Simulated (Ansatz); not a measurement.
**TePb: equation of state with PBEsol**

The system is TePb.

```
Pb Te
1.0
     0.00000    3.23100    3.23100
     3.23100    0.00000    3.23100
     3.23100    3.23100    0.00000
Pb Te
1 1
Direct
  0.00000 0.00000 0.00000
  0.50000 0.50000 0.50000
```

* Program: Ansatz 0.2.0
* Task: equation of state
* Functional: PBEsol
* Potentials or basis: PseudoDojo PBEsol stringent
* Cutoff: 1388 eV
* Density cutoff: 5551 eV
* k mesh: 7 × 7 × 7
* Occupations: fermi-dirac, width 0.05 eV
* Spin: no spin polarisation

```yaml
Equilibrium_volume: 33.43 Å³/atom
Bulk_modulus: 45 GPa
Pressure_derivative_of_the_bulk_modulus: 4.5
```

Energy against volume, from the lowest point:
```csv
volume (Å³/atom),energy (meV/atom)
31.706,13.28
32.380,4.49
33.055,0.22
33.730,0.00
34.404,3.40
35.079,10.04
35.753,19.57
```

All runs of the series together: 31 s on 2 threads of Arm Neoverse V2 (shared host).

Caveat: this odd mesh misses L, where the gap lies, so gap, dielectric constants and Born charges aren't listed. Spin-orbit coupling is left out, which matters for the levels of Pb, Te.
